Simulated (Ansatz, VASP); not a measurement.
## BAs in VASP and in Ansatz

INCAR

```
SYSTEM = BAs
PREC = Accurate
ENCUT = 520
EDIFF = 1E-7
ISMEAR = -1
SIGMA = 0.05
LREAL = .FALSE.
LASPH = .TRUE.
NELM = 60
ALGO = Normal
ISIF = 2
LWAVE = .FALSE.
LCHARG = .FALSE.
GGA = PS
NBANDS = 11
```

KPOINTS

```
regular mesh
0
G
  10 10 10
  0 0 0
```

File POSCAR:

```
BAs
1.0
    0.0000000000      2.3397414207      2.3397414207
    2.3397414207      0.0000000000      2.3397414207
    2.3397414207      2.3397414207      0.0000000000
As B
1 1
Direct
    0.7500000000      0.7500000000      0.7500000000
    0.0000000000      0.0000000000      0.0000000000
```

input.yaml

```yaml
crystal:
  lattice:
    - [0.0, 2.3397414207, 2.3397414207]
    - [2.3397414207, 0.0, 2.3397414207]
    - [2.3397414207, 2.3397414207, 0.0]
  atoms:
    - { symbol: As, position: [0.75, 0.75, 0.75] }
    - { symbol: B, position: [0.0, 0.0, 0.0] }
kpoints:
  mp_grid: { grid: [10, 10, 10] }
scf:
  occupations: { method: fermi_dirac, width: 0.05 }
hamiltonian:
  xc: pbesol
  pseudopotentials: { kind: all_electron, lapw: { basis_error: 0.0005 } }
output:
  forces: true
  stress: true
  eigenvalues: true
```

Change from the starting cell: volume scaled by 0.94.

Alike in both runs: task single point; functional PBEsol; k mesh 10 × 10 × 10; occupations fermi-dirac, width 0.05 eV; no spin polarisation.

|  | VASP | Ansatz |
| --- | --- | --- |
| version | VASP 6.6.1 | Ansatz 0.2.0 |
| potentials or method | VASP PAW PBE potentials, release 64 (As, B) | all-electron LAPW, scalar-relativistic |
| plane-wave cutoff (eV) | 520 | see its input |

Ansatz gave:

- gap on the k mesh at the Fermi level (eV): 1.02
- least direct gap on the mesh (eV): 3.33
- pressure (GPa): 8.8

Question: What did VASP give for the same quantities?

Answer: gap on the k mesh at the Fermi level (eV): 1.01; least direct gap on the mesh (eV): 3.32; pressure (GPa): 10.0.

Ansatz ran all-electron here, so the differences hold the error of VASP's frozen core and of both bases.

Caveats: the PAW data sets were made with another functional, which shifts forces and pressure a little (VASP). A k mesh can miss the band edges.
